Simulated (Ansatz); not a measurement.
# V: course of a relaxation

All numbers below come from DFT PBE, scalar-relativistic, plane waves, PAW in Ansatz. Settings: 420 eV cutoff, 18×18×18 k-mesh, Gaussian smearing of 0.10 eV, no spin polarisation.

What was changed: biaxial strain in the a-b plane, c and atoms relaxed: +4.0 %.

Command:

```bash
ansatz run input.yaml --threads 1 --pin off --max-ram 2560MiB --backend cpu --events-out ev --progress --plain --runs-dir out
```

Input:

```yaml
crystal:
  lattice:
    - [3.117062155, 0.0, 0.0]
    - [0.0, 3.117062155, 0.0]
    - [0.0, 0.0, 2.9252429455]
  atoms:
    - { symbol: V, position: [0.0, 0.0, 0.0] }
    - { symbol: V, position: [0.5, 0.5, 0.5] }
basis:
  ecutwfc: 420
kpoints:
  mp_grid: { grid: [18, 18, 18] }
hamiltonian:
  xc: pbe
scf:
  occupations: { method: gaussian, width: 0.1 }
output:
  forces: true
  stress: true
  eigenvalues: true
relax:
  adjacent_minimum: "off"
  f_tol: 0.008
  max_steps: 40
  cell: { stress_tol: 0.015, fix: [a, b, gamma] }
```

F is the free energy. Steps run on the plane waves of an earlier cell, but the last one, and at times one on the way, on a freshly chosen basis, so a repeated geometry can differ a little in energy. The held parts of the cell keep their stress, so P needn't end at zero.

Steps:

| step | F − F(1) (eV) | largest force component (eV/Å) | V (Å³/atom) | P (GPa) |
| --- | --- | --- | --- | --- |
| 1 | 0.0000 | 0.000 | 14.211 | -8.66 |
| 2 | -0.0096 | 0.000 | 13.904 | -5.11 |
| 3 | -0.0096 | 0.000 | 13.895 | -5.01 |
| 4 | -0.0093 | 0.000 | 13.895 | -5.01 |

Relaxed structure:

```cif
data_structure
_symmetry_space_group_name_H-M 'P 1'
_symmetry_Int_Tables_number 1
_cell_length_a 3.1171
_cell_length_b 3.1171
_cell_length_c 2.8602
_cell_angle_alpha 90.000
_cell_angle_beta 90.000
_cell_angle_gamma 90.000
_cell_volume 27.79
loop_
_atom_site_label
_atom_site_type_symbol
_atom_site_fract_x
_atom_site_fract_y
_atom_site_fract_z
_atom_site_occupancy
V1 V 0.00000 0.00000 0.00000 1
V2 V 0.50000 0.50000 0.50000 1
```

It takes space group I4/mmm (No. 139, tetragonal). The conventional cell has a = 3.117 Å, b = 3.117 Å, c = 2.860 Å, α = 90.00°, β = 90.00°, γ = 90.00°. V (site symmetry 4/mmm) is surrounded by 10 V at 2.63 to 2.86 Å.

The run converged. It took 55 s on 1 thread of Intel(R) Xeon(R) Platinum 8259CL CPU @ 2.50GHz (Skylake/Cascade Lake), with other jobs on the host, peak memory 0.58 GiB.